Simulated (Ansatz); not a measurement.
Input and command of a calculation in Ansatz (plane waves; scalar-relativistic PAW potentials unless the input names others):

```yaml
crystal:
  lattice:
    - [2.9726300465, -1.3e-09, -8.86777e-05]
    - [-1.3e-09, 2.9726300465, -8.86777e-05]
    - [1.4862493456, 1.4862493456, 2.1669671968]
  atoms:
    - { symbol: Ti, position: [0.0, 0.0, 0.0] }
    - { symbol: C, position: [0.5, 0.5, 0.0] }
basis:
  ecutwfc: 420
kpoints:
  mp_grid: { grid: [12, 12, 16] }
hamiltonian:
  xc: pbesol
scf:
  occupations: { method: gaussian, width: 0.1 }
  initial_density: { chi_scale: 0.0 }
output:
  forces: true
  eigenvalues: true
  stress: true
```

```bash
ansatz run input.yaml --threads 4 --pin off --max-ram 10240MiB --backend cpu --events-out ev --progress --plain --runs-dir out
```

Abridged log:
```
Basis set: ecut = 420 eV, 347 PW (Γ), exchange–correlation on 40×40×48 points (8 copies of the dense FFT grid, shifted against one another)
Bands: 12, of which v1, the nominal top of the filled ones, is band 8 counted from 1 (7 counted from 0)
Symmetry: 4 space group operations
k-points: 632 of 2304
SCF iter   1: F=—  HF=-2724.523706 eV  |F-HF|=—  |Δ(HF+E_count)|=         —  Δρ=2.00e-1  dr2=9.87e0  ethr=3.10e-3  ⟨swp⟩=4.4  Hψ=36904  notcnv=0
SCF iter   2: F=—  HF=-2723.425156 eV  |F-HF|=—  |Δ(HF+E_count)|=    1.10e0  Δρ=1.39e-1  dr2=4.88e0  ethr=3.10e-3  ⟨swp⟩=2.1  Hψ=15342  notcnv=0  defer=1
SCF iter   3: F=—  HF=-2722.392080 eV  |F-HF|=—  |Δ(HF+E_count)|=    1.03e0  Δρ=1.25e-2  dr2=2.23e-2  ethr=3.10e-3  ⟨swp⟩=3.0  Hψ=16541  notcnv=0  defer=1
SCF iter   4: F=—  HF=-2722.383519 eV  |F-HF|=—  |Δ(HF+E_count)|=   8.56e-3  Δρ=3.18e-3  dr2=1.25e-3  ethr=1.40e-4  ⟨swp⟩=3.0  Hψ=18914  notcnv=0  defer=1
SCF iter   5: F=—  HF=-2722.384100 eV  |F-HF|=—  |Δ(HF+E_count)|=   5.81e-4  Δρ=6.81e-4  dr2=5.20e-5  ethr=7.79e-6  ⟨swp⟩=2.4  Hψ=11473  notcnv=0  defer=1
SCF iter   6: F=—  HF=-2722.384126 eV  |F-HF|=—  |Δ(HF+E_count)|=   2.60e-5  Δρ=9.98e-5  dr2=6.13e-7  ethr=3.25e-7  ⟨swp⟩=2.3  Hψ=9998  notcnv=0
SCF iter   7: F=-2722.384127 eV  HF=-2722.384127 eV  |F-HF|=4.15e-8  |Δ(HF+E_count)|=   1.12e-6  Δρ=2.08e-5  dr2=7.64e-8  ethr=6.25e-10  ⟨swp⟩=5.3  Hψ=34886  notcnv=0
SCF 1 converged in 7 iterations: F = -2722.384127 eV  dr2 = 7.64e-8
SCF converged after 7 iterations
Free energy (F): -2722.384127 eV
Harris-Foulkes:  -2722.384127 eV  (|F-HF|=4.15e-8)
Internal energy: -2722.382691 eV  (E = F + TS)
E sigma→0 (E₀):  -2722.383409 eV
Entropy (-TS):   -0.001436 eV (-0.718 meV/atom)
Fermi energy:    15.639820 eV
--- Forces (eV/Å), atoms counted from 1 ---
  atom   1  Ti     0.00000000     0.00000000     0.00000000
  atom   2  C      0.00000000     0.00000000     0.00000000
--- Stress (GPa, compression-positive) ---
       14.729137      -0.047800       0.014221
       -0.047800      14.729137       0.014221
        0.014221       0.014221      -0.057601
  P = ⅓ Tr σ = 9.8002 GPa (98.002 kbar)
```

Apart from outputs, empty bands and the relaxation, which only the reference makes, the input differs from a reference run on usual settings in scf.initial_density.chi_scale: not typed → 0.0. The reference, at the same geometry, ended its own course with pressure 9.80 GPa, largest force 0.000 eV/Å, no gap on the mesh. This run converged in 7 SCF iterations with an energy at zero smearing within 0.01 meV/atom of the reference's, pressure 9.80 GPa, largest force 0.000 eV/Å, no gap on the mesh.

Time: 5.2 s on 4 threads of AMD EPYC 7571, on a shared host, peak memory 0.46 GiB.